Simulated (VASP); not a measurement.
Input of a VASP 6.6.1 run:

INCAR

```
SYSTEM = HfO2
PREC = Accurate
ENCUT = 600
EDIFF = 1E-6
ISMEAR = 0
SIGMA = 0.02
LREAL = .False.
LASPH = .True.
NELM = 60
ALGO = Fast
ISIF = 3
LWAVE = .False.
LCHARG = .False.
GGA = CA
IBRION = 2
NSW = 40
EDIFFG = -0.01
KPAR = 4
```

File KPOINTS:

```
Automatic mesh
0
Gamma
  4 8 4
  0 0 0
```

Contents of POSCAR:

```
HfO2
1.0
    5.5563950000      0.0000000000      0.0000000000
    0.0000000000      3.3335970000      0.0000000000
    0.0000000000      0.0000000000      6.5049950000
Hf O
4 8
Direct
    0.7486820000      0.7500000000      0.6078710000
    0.2513180000      0.2500000000      0.3921290000
    0.2486820000      0.7500000000      0.8921290000
    0.7513180000      0.2500000000      0.1078710000
    0.6394990000      0.2500000000      0.4234000000
    0.3605010000      0.7500000000      0.5766000000
    0.1394990000      0.2500000000      0.0766000000
    0.8605010000      0.7500000000      0.9234000000
    0.5207940000      0.2500000000      0.8414530000
    0.4792060000      0.7500000000      0.1585470000
    0.0207940000      0.2500000000      0.6585470000
    0.9792060000      0.7500000000      0.3414530000
```

Potentials or basis: VASP PAW LDA potentials, release 64 (Hf_pv, O).

Run with:

```console
$ cat potpaw_LDA.64/Hf_pv/POTCAR potpaw_LDA.64/O/POTCAR > POTCAR
$ mpirun -np 4 vasp_std > vasp.out
```

Question: Predict the band gap on the k mesh.

Answer: 3.18 eV, direct.

Question: Estimate the relaxed volume.

Answer: 9.41 Å³/atom.

Question: What does it give for the relaxed cell?

Answer: a = 5.467 Å, b = 3.242 Å, c = 6.373 Å, α = 90.00°, β = 90.00°, γ = 90.00°.

Question: Estimate the space group after relaxing (to 0.05 Å).

Answer: Pnma (No. 62).

Final structure:
```
CELL_PARAMETERS angstrom
5.46664 0.00000 0.00000
0.00000 3.24201 0.00000
0.00000 0.00000 6.37337
ATOMIC_POSITIONS crystal
Hf 0.74536 0.75000 0.61361
Hf 0.25464 0.25000 0.38639
Hf 0.24536 0.75000 0.88639
Hf 0.75464 0.25000 0.11361
O 0.64081 0.25000 0.42680
O 0.35919 0.75000 0.57320
O 0.14081 0.25000 0.07320
O 0.85919 0.75000 0.92680
O 0.52510 0.25000 0.83832
O 0.47490 0.75000 0.16168
O 0.02510 0.25000 0.66168
O 0.97490 0.75000 0.33832
```

Caveat: spin-orbit coupling is left out, which moves the levels of the heavy elements. A k mesh can miss the band edges.
